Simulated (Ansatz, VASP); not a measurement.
HfO2 in VASP and in Ansatz

The input INCAR:

```
  PREC = Accurate
  ENCUT = 520
  EDIFF = 1E-6
  ISMEAR = 0
  SIGMA = 0.05
  LREAL = F
  LASPH = T
  NELM = 60
  ALGO = Normal
  ISIF = 2
  LWAVE = F
  LCHARG = T
  GGA = PS
  LELF = T
  LVHAR = T
  NBANDS = 18
```

The input KPOINTS:

```
Automatic mesh
0
Gamma
  8 8 8
```

Contents of POSCAR:

```
HfO2
1.0
    0.0000000000      2.5575000000      2.4935625000
    2.5575000000      0.0000000000      2.4935625000
    2.5575000000      2.5575000000      0.0000000000
Hf O
1 2
Direct
    0.0000000000      0.0000000000      0.0000000000
    0.2500000000      0.2500000000      0.2500000000
    0.7500000000      0.7500000000      0.7500000000
```

Input for Ansatz:

```yaml
crystal:
  lattice:
    - [0.0, 2.5575, 2.4935625]
    - [2.5575, 0.0, 2.4935625]
    - [2.5575, 2.5575, 0.0]
  atoms:
    - { symbol: Hf, position: [0.0, 0.0, 0.0] }
    - { symbol: O, position: [0.25, 0.25, 0.25] }
    - { symbol: O, position: [0.75, 0.75, 0.75] }
basis:
  ecutwfc: 420
kpoints:
  mp_grid: { grid: [8, 8, 8] }
hamiltonian:
  xc: pbesol
scf:
  occupations: { method: gaussian, width: 0.05 }
output:
  forces: true
  stress: true
  eigenvalues: true
```

Change from the starting cell: strain +0.000 along x and y, -0.025 along z, atoms carried along.

Alike in both runs: task single point; functional PBEsol; k mesh 8 × 8 × 8; occupations gaussian, width 0.05 eV; no spin polarisation.

```csv
,VASP,Ansatz
version,VASP 6.6.1,Ansatz 0.2.0
potentials or method,"VASP PAW PBE potentials, release 64 (Hf_pv, O)","scalar-relativistic, plane waves, PAW"
plane-wave cutoff (eV),520,420
valence electrons in the cell,22,38
```

```tsv
	VASP	Ansatz	Ansatz less VASP
gap on the k mesh at the Fermi level (eV)	3.45	3.44	-0.008
least direct gap on the mesh (eV)	3.47	3.46	-0.013
pressure (GPa)	-7.8	-4.2	+3.57
largest component of the traceless stress (GPa)	7.86	7.71	-0.148
```

The two sets of potentials don't hold the same shells in valence.

Caveats: the PAW data sets were made with another functional, which shifts forces and pressure a little (VASP); spin-orbit coupling is left out, which moves the levels of the heavy elements. A k mesh can miss the band edges.
